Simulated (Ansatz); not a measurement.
Crystal: GaSb.

```
Sb Ga
1.0
     0.00000    3.05900    3.05900
     3.05900    0.00000    3.05900
     3.05900    3.05900    0.00000
Sb Ga
1 1
Direct
  0.75000 0.75000 0.75000
  0.00000 0.00000 0.00000
```

Base run:

```yaml
Program: Ansatz 0.2.0
Functional: LDA
Potentials_or_basis: Ansatz PAW
Cutoff: "420 eV (not typed: the program's choice for these potentials)"
k_mesh: 8 × 8 × 8
Occupations: fermi-dirac, width 0.05 eV
Spin: no spin polarisation
```

Its results: band gap on the k mesh none (metal or under the smearing width); pressure -1.7 GPa.

After a change of settings the same cell gave: band gap on the k mesh none (metal or under the smearing width); pressure 5.3 GPa. Which change was it?
A. functional from LDA to BLYP
B. functional from LDA to PBE
C. functional from LDA to r2SCAN; cutoff from 420 eV (not typed: the program's choice for these potentials) to 500 eV (not typed: the program's choice for these potentials)
D. functional from LDA to PBEsol

A.

BLYP binds less tightly than LDA, so the same cell stands under more pressure.

Caveats: spin-orbit coupling is left out, which moves the levels of the heavy elements; the PAW data sets come from PBE, with cores solved anew for the run's functional, which leaves a small shift of forces and pressure.
